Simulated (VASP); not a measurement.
# Zn (C2/m) in VASP: single point with r2SCAN

Aim: the single point of Zn with r2SCAN.

Program: VASP 6.6.1. These are calculated values, not measurements. Logs are shortened: lines on timing, memory, paths and dates and some standing lists are left out, and cuts for length are marked.

## (1) Starting point

It takes space group C2/m (No. 12, monoclinic). Conventional cell: a = 4.536 Å, b = 2.617 Å, c = 7.472 Å, α = 90.00°, β = 102.30°, γ = 90.00°. Zn (site symmetry 2/m) has 12 Zn at 2.62 to 2.89 Å as nearest neighbours. Around Zn (site symmetry m) lie 12 Zn at 2.62 to 2.89 Å.

This isn't the form of Zn at room conditions, which is hcp.

## (2) Single point, r2SCAN

File POSCAR:

```
Zn
1.0
    2.2681701736     -1.3084870100      0.0000000000
    2.2681701736      1.3084870100      0.0000000000
   -1.5917165425      0.0000000000      7.3004081919
Zn
3
Direct
    0.0000000000      0.0000000000      0.0000000000
    0.2219821400      0.2219821400      0.6654950200
    0.7780178600      0.7780178600      0.3345049800
```

File INCAR.step1:

```
ALGO = Normal
EDIFF = 1E-4
ENCUT = 520
GGA = PE
ISMEAR = 0
LASPH = True
LCHARG = False
LREAL = False
LWAVE = True
NBANDS = 25
NELM = 100
PREC = Accurate
SIGMA = 0.1
```

File INCAR.step2:

```
ALGO = Normal
EDIFF = 1E-6
ENCUT = 520
ISIF = 2
ISMEAR = 0
ISTART = 1
LASPH = True
LCHARG = False
LMIXTAU = True
LREAL = False
LWAVE = False
METAGGA = R2SCAN
NBANDS = 25
NELM = 100
PREC = Accurate
SIGMA = 0.1
```

File KPOINTS:

```
k-points
0
Gamma
  8 8 4
```

Potentials or basis: VASP PAW PBE potentials, release 64 (Zn).

The run is started by

```sh
cat potpaw_PBE.64/Zn/POTCAR > POTCAR
cp INCAR.step1 INCAR
mpirun -np 1 vasp_std > vasp.out
cp INCAR.step2 INCAR
mpirun -np 1 vasp_std > vasp.out
```

OUTCAR:

```text
EDIFF = 1E-6
   ENCUT = 520
   ISIF = 2
   ISMEAR = 0
   ISTART = 1
   LASPH = True
   LREAL = False
   METAGGA = R2SCAN
   NELM = 100
   PREC = Accurate

 ion  position               nearest neighbor table
   1  0.000  0.000  0.000-   3 2.86   3 2.86   2 2.86   2 2.86   2 2.89   3 2.89
   2  0.222  0.222  0.665-   3 2.84   3 2.86   3 2.86   1 2.86   1 2.86   1 2.89
   3  0.778  0.778  0.335-   2 2.84   2 2.86   2 2.86   1 2.86   1 2.86   1 2.89

  LATTYP: Found a base centered monoclinic cell.
 ALAT       =     4.5363403472
 B/A-ratio  =     0.5768910222
 C/A-ratio  =     1.6471240986
 COS(beta)  =    -0.2130265715

  Lattice vectors:

 A1 = (   2.2681701736,  -1.3084870100,   0.0000000000)
 A2 = (   2.2681701736,   1.3084870100,   0.0000000000)
 A3 = (  -1.5917165425,   0.0000000000,   7.3004081919)

Analysis of symmetry for initial positions (statically):
=====================================================================
 Subroutine PRICEL returns:
 Original cell was already a primitive cell.

 Routine SETGRP: Setting up the symmetry group for a
 base centered monoclinic supercell.

 Subroutine GETGRP returns: Found  4 space group operations
 (whereof  4 operations were pure point group operations)
 out of a pool of  4 trial point group operations.

The static configuration has the point symmetry C_2h.

Analysis of symmetry for dynamics (positions and initial velocities):
=====================================================================
 Subroutine PRICEL returns:
 Original cell was already a primitive cell.

 Routine SETGRP: Setting up the symmetry group for a
 base centered monoclinic supercell.

 Subroutine GETGRP returns: Found  4 space group operations
 (whereof  4 operations were pure point group operations)
 out of a pool of  4 trial point group operations.

The dynamic configuration has the point symmetry C_2h.

 Subroutine INISYM returns: Found  4 space group operations
 (whereof  4 operations are pure point group operations),
 and found     1 'primitive' translations

----------------------------------------------------------------------------------------

                                     Primitive cell

  volume of cell :      43.3333

  direct lattice vectors                    reciprocal lattice vectors
     2.268170174 -1.308487010  0.000000000     0.220442013 -0.382120721  0.048063230
     2.268170174  1.308487010  0.000000000     0.220442013  0.382120721  0.048063230
    -1.591716542  0.000000000  7.300408192     0.000000000  0.000000000  0.136978642

  length of vectors
     2.618536651  2.618536651  7.471915505     0.443757818  0.443757818  0.136978642

  position of ions in fractional coordinates (direct lattice)
     0.000000000  0.000000000  0.000000000
     0.221982140  0.221982140  0.665495020
     0.778017860  0.778017860  0.334504980

  ion indices of the primitive-cell ions
   primitive index   ion index
                 1           1
                 2           2
                 3           3

----------------------------------------------------------------------------------------

 KPOINTS: k-points

Automatic generation of k-mesh.
 Grid dimensions read from file:
 generate k-points for:    8    8    4

 Generating k-lattice:

  Cartesian coordinates                     Fractional coordinates (reciprocal lattice)
     0.027555252 -0.047765090  0.006007904     0.125000000 -0.000000000  0.000000000
     0.027555252  0.047765090  0.006007904    -0.000000000  0.125000000  0.000000000
     0.000000000  0.000000000  0.034244660     0.000000000  0.000000000  0.250000000

  Length of vectors
     0.055469727  0.055469727  0.034244660

  Shift w.r.t. Gamma in fractional coordinates (k-lattice)
     0.000000000  0.000000000  0.000000000

 Subroutine IBZKPT returns following result:
 ===========================================

 Found     78 irreducible k-points:

 Following reciprocal coordinates:
            Coordinates               Weight
  0.000000  0.000000  0.000000      1.000000
  0.125000  0.000000  0.000000      4.000000
  0.250000  0.000000  0.000000      4.000000
  0.375000  0.000000  0.000000      4.000000
  0.500000  0.000000  0.000000      2.000000
  0.125000  0.125000  0.000000      2.000000
[... 16 lines left out ...]
  0.125000  0.000000  0.250000      4.000000
  0.250000  0.000000  0.250000      4.000000
 [... further k-points ...]
   k-points           NKPTS =     78   k-points in BZ     NKDIM =     78   number of bands    NBANDS=     25
   number of dos      NEDOS =    301   number of ions     NIONS =      3
   total plane-waves  NPLWV =  22400
   dimension x,y,z NGX =    20 NGY =   20 NGZ =   56
   dimension x,y,z NGXF=    40 NGYF=   40 NGZF=  112
   ions per type =               3
   NGX,Y,Z   is equivalent  to a cutoff of  12.70, 12.70, 12.46 a.u.
   NGXF,Y,Z  is equivalent  to a cutoff of  25.40, 25.40, 24.92 a.u.
 SYSTEM =  unknown system
   PREC   = accura    normal or accurate (medium, high low for compatibility)
   ISTART =      1    job   : 0-new  1-cont  2-samecut
   ICHARG =      0    charge: 1-file 2-atom 10-const
   ISPIN  =      1    spin polarized calculation?
   LNONCOLLINEAR =      F non collinear calculations
   LSORBIT =      F    spin-orbit coupling
   LASPH  =      T    aspherical Exc in radial PAW
   ENCUT  =  520.0 eV  38.22 Ry    6.18 a.u.   4.87  4.87 13.89*2*pi/ulx,y,z
   NELM   =    100;   NELMIN=  2; NELMDL=  0     # of ELM steps
   EDIFF  = 0.1E-05   stopping-criterion for ELM
   LREAL  =      F    real-space projection
   EDIFFG = 0.1E-04   stopping-criterion for IOM
   NSW    =      0    number of steps for IOM
   IBRION =     -1    ionic relax: 0-MD 1-quasi-New 2-CG
   NFREE  =      0    steps in history (QN), initial steepest desc. (CG)
   ISIF   =      2    stress and relaxation
   ISYM   =      2    0-nonsym 1-usesym 2-fastsym
   POTIM  = 0.5000    time-step for ionic-motion
   TEBEG  =    0.0;   TEEND  =   0.0 temperature during run
   PSTRESS=    0.0 pullay stress
   NELECT =      36.0000    total number of electrons
   NUPDOWN=      -1.0000    fix difference up-down
   EMIN   =  10.00;   EMAX   =-10.00  energy-range for DOS
   EFERMI =   0.00;   METHOD = LEGACY
   ISMEAR =     0;   SIGMA  =   0.10  broadening in eV -4-tet -1-fermi 0-gaus
   EFERMI_NEDOS =   21; number of points for ismear=-14 and -15
   IALGO  =     38    algorithm
   IMIX   =      4    mixing-type and parameters
     AMIX     =   0.40;   BMIX     =  1.00
     AMIX_MAG =   1.60;   BMIX_MAG =  1.00
  volume/ion in A,a.u.               =      14.44        97.48
  Fermi-wavevector in a.u.,A,eV,Ry     =   1.538987  2.908264 32.225138  2.368481
  Thomas-Fermi vector in A             =   2.645278
   LORBIT       =      0    0 simple, 1 ext, 2 COOP (PROOUT), +10 PAW based schemes
   METAGGA = R2SCAN    functional components
   LHFCALC =     F    Hartree Fock is set to
   AEXX    =    0.0000 exact exchange contribution
   IVDW    =     0    specifies the selected vdW correction
   LEPSILON=     F    determine dielectric tensor
   LRPA    =     F    only Hartree local field effects (RPA)
 non-spin polarized calculation
 Gauss-broadening in eV      SIGMA  =   0.10
  energy-cutoff  :      520.00
  volume of cell :       43.33
 maximum number of plane-waves:      1183
   NGX =  9   NGY =  9   NGZ = 27

 number of electron      36.0000002 magnetization

 Free energy of the ion-electron system (eV)
  ---------------------------------------------------
  ext. energy  EPLUGINS =         0.00000000
  ---------------------------------------------------
  free energy    TOTEN  =       -26.61721886 eV

  energy without entropy =      -26.61231656  energy(sigma->0) =      -26.61476771

 E-fermi :   3.1843     XC(G=0): -12.9446

 val. band max:        3.1191284420   @ k =  -0.3750   0.1250   0.5000
 cond. band min:       3.1891311923   @ k =  -0.3750   0.3750   0.2500
 fundamental gap:      0.0700027503
 Fermi energy:         3.1842884109

 k-point     1 :       0.0000    0.0000    0.0000
  band No.  band energies     occupation
      1      -7.9417      2.00000
      2      -6.0583      2.00000
      3      -6.0326      2.00000
      4      -5.0435      2.00000
      5      -4.7887      2.00000
      6      -4.7865      2.00000
[... 17 lines left out ...]
     24      23.1121      0.00000
     25      23.3113      0.00000

 k-point     2 :       0.1250    0.0000    0.0000
  band No.  band energies     occupation
      1      -7.4378      2.00000
      2      -5.7908      2.00000
      3      -5.7177      2.00000
      4      -4.9924      2.00000
      5      -4.8548      2.00000
      6      -4.8129      2.00000
[... 17 lines left out ...]
     24      20.1021      0.00000
     25      20.9036      0.00000

 k-point     3 :       0.2500    0.0000    0.0000
  band No.  band energies     occupation
      1      -6.1317      2.00000
      2      -5.4212      2.00000
      3      -5.3430      2.00000
      4      -5.1035      2.00000
      5      -5.0032      2.00000
      6      -4.9035      2.00000
[... 17 lines left out ...]
     24      17.4795      0.00000
     25      18.0616      0.00000

 k-point     4 :       0.3750    0.0000    0.0000
  band No.  band energies     occupation
      1      -5.5855      2.00000
      2      -5.5385      2.00000
      3      -5.4706      2.00000
      4      -5.2650      2.00000
      5      -5.2022      2.00000
      6      -4.8824      2.00000
[... 17 lines left out ...]
     24      14.8062      0.00000
     25      15.8412      0.00000

 k-point     5 :       0.5000    0.0000    0.0000
  band No.  band energies     occupation
      1      -5.6285      2.00000
      2      -5.5839      2.00000
      3      -5.5672      2.00000
      4      -5.3190      2.00000
      5      -5.2765      2.00000
      6      -4.9349      2.00000
[... 17 lines left out ...]
     24      13.6020      0.00000
     25      15.3541      0.00000

 k-point     6 :       0.1250    0.1250    0.0000
  band No.  band energies     occupation
      1      -7.4220      2.00000
      2      -5.8347      2.00000
      3      -5.7033      2.00000
      4      -4.9932      2.00000
      5      -4.8548      2.00000
      6      -4.8358      2.00000
[... 17 lines left out ...]
     24      19.9049      0.00000
     25      21.3748      0.00000
[... 393 lines left out ...]
 k-point    21 :       0.5000    0.5000    0.0000
  band No.  band energies     occupation
      1      -5.6371      2.00000
      2      -5.6210      2.00000
      3      -5.5219      2.00000
      4      -5.3745      2.00000
      5      -5.1434      2.00000
      6      -5.0411      2.00000
[... 17 lines left out ...]
     24      14.5001      0.00000
     25      15.8573      0.00000

 k-point    22 :       0.0000    0.0000    0.2500
  band No.  band energies     occupation
      1      -7.7605      2.00000
      2      -6.5386      2.00000
      3      -5.8934      2.00000
      4      -5.0406      2.00000
      5      -4.7857      2.00000
      6      -4.7833      2.00000
[... 17 lines left out ...]
     24      23.7367      0.00000
     25      23.7569      0.00000

 k-point    23 :       0.1250    0.0000    0.2500
  band No.  band energies     occupation
      1      -7.2010      2.00000
      2      -6.2332      2.00000
      3      -5.6603      2.00000
      4      -4.9989      2.00000
      5      -4.9426      2.00000
      6      -4.8364      2.00000
[... 17 lines left out ...]
     24      20.1020      0.00000
     25      20.1276      0.00000

 k-point    24 :       0.2500    0.0000    0.2500
  band No.  band energies     occupation
      1      -5.9453      2.00000
      2      -5.5679      2.00000
      3      -5.3643      2.00000
      4      -5.1060      2.00000
      5      -4.9659      2.00000
      6      -4.8990      2.00000
[... 17 lines left out ...]
     24      16.0460      0.00000
     25      17.2793      0.00000

 [... further k-points ...]

------------------------ aborting loop because EDIFF is reached ----------------------------------------

  FORCE on cell =-STRESS in cart. coord.  units (eV):
  Direction    XX          YY          ZZ          XY          YZ          ZX
  --------------------------------------------------------------------------------------
  -------------------------------------------------------------------------------------
  Total        0.4717388      0.5181517     -0.7870798      0.0000000      0.0000000      0.1919164
  in kB       17.4417464     19.1577853    -29.1009501      0.0000000      0.0000000      7.0957854
  external PRESSURE =       2.4995272 kB  Pullay stress =       0.0000000 kB

 VOLUME and BASIS-vectors are now :
 -----------------------------------------------------------------------------
  energy-cutoff  :      520.00
  volume of cell :       43.33
      direct lattice vectors                 reciprocal lattice vectors
     2.268170174 -1.308487010  0.000000000     0.220442013 -0.382120721  0.048063230
     2.268170174  1.308487010  0.000000000     0.220442013  0.382120721  0.048063230
    -1.591716542  0.000000000  7.300408192     0.000000000  0.000000000  0.136978642

 POSITION                                       TOTAL-FORCE (eV/Angst)
 -----------------------------------------------------------------------------------
      0.00000      0.00000      0.00000         0.000000      0.000000      0.000000
     -0.05229      0.00000      4.85839         0.017825      0.000000     -0.023611
      2.99692      0.00000      2.44202        -0.017825      0.000000      0.023611
 -----------------------------------------------------------------------------------
    total drift:                                0.000000     -0.000000      0.000000

  FREE ENERGIE OF THE ION-ELECTRON SYSTEM (eV)
  ---------------------------------------------------
  free  energy   TOTEN  =       -26.6172188607 eV

  energy  without entropy=      -26.6123165618  energy(sigma->0) =      -26.61476771
```

Wall time 3.6 min (1 thread of Intel Xeon Platinum 8259CL at 2.50GHz (Skylake/Cascade Lake), shared host); peak memory 0.2 GiB.

What came out:

```yaml
Free_energy: -26.6172 eV
Pressure: 0.2 GPa
Largest_force: 0.030 eV/Å
Band_gap_on_the_k_mesh: none (metal or under the smearing width)
```

Forces in eV/Å, atoms in the order of the input:
```
Zn   0.000  0.000  0.000
Zn   0.018  0.000 -0.024
Zn  -0.018  0.000  0.024
```

Levels at points of the mesh, in eV from the Fermi level:
```csv
k point,band 15,band 16,band 17,band 18,band 19,band 20,band 21,band 22
"(0.00, 0.00, 0.00)",-7.35,-7.35,-7.14,-7.10,1.93,2.00,14.99,18.62
"(0.50, 0.00, 0.00)",-7.07,-2.95,-2.15,-1.66,0.89,1.48,2.43,7.22
"(0.50, 0.50, 0.00)",-7.07,-2.59,-2.46,-1.84,0.01,2.49,4.11,4.97
"(0.00, 0.00, 0.50)",-7.46,-7.31,-7.30,-3.91,-2.93,8.58,8.68,19.42
"(0.50, 0.00, 0.50)",-7.07,-2.62,-2.42,-1.84,0.15,2.31,3.91,5.24
"(0.50, 0.50, 0.50)",-7.07,-2.98,-2.19,-1.56,1.03,1.29,2.22,7.51
```

Caveat: the PAW data sets were made with another functional, which shifts forces and pressure a little.
